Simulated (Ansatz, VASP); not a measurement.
# NaH in VASP and in Ansatz

```
Na H
1.0
     0.00000    2.36672    2.36672
     2.36672    0.00000    2.36672
     2.36672    2.36672    0.00000
Na H
1 1
Direct
  0.00000 0.00000 0.00000
  0.50000 0.50000 0.50000
```

Alike in both runs: task single point; functional PBE; k mesh 8 × 8 × 8; occupations gaussian, width 0.02 eV; no spin polarisation.

```csv
,VASP,Ansatz
version,VASP 6.6.1,Ansatz 0.2.0
potentials or method,"VASP PAW PBE potentials, release 64 (Na_pv, H)","scalar-relativistic, plane waves, PAW"
plane-wave cutoff (eV),520,420
valence electrons in the cell,8,10
```

Ansatz gave:

- gap on the k mesh at the Fermi level (eV): 3.87
- least direct gap on the mesh (eV): 4.76
- pressure (GPa): 1.6

Question: Estimate VASP's values.

Answer: gap on the k mesh at the Fermi level (eV): 3.87; least direct gap on the mesh (eV): 4.75; pressure (GPa): 1.6.

With one functional, cell and mesh, what is left measures potentials, basis and numerics. The two sets of potentials don't hold the same shells in valence.

A k mesh can miss the band edges. Expect the measured gap to be larger: semilocal functionals such as PBE lack the derivative discontinuity.
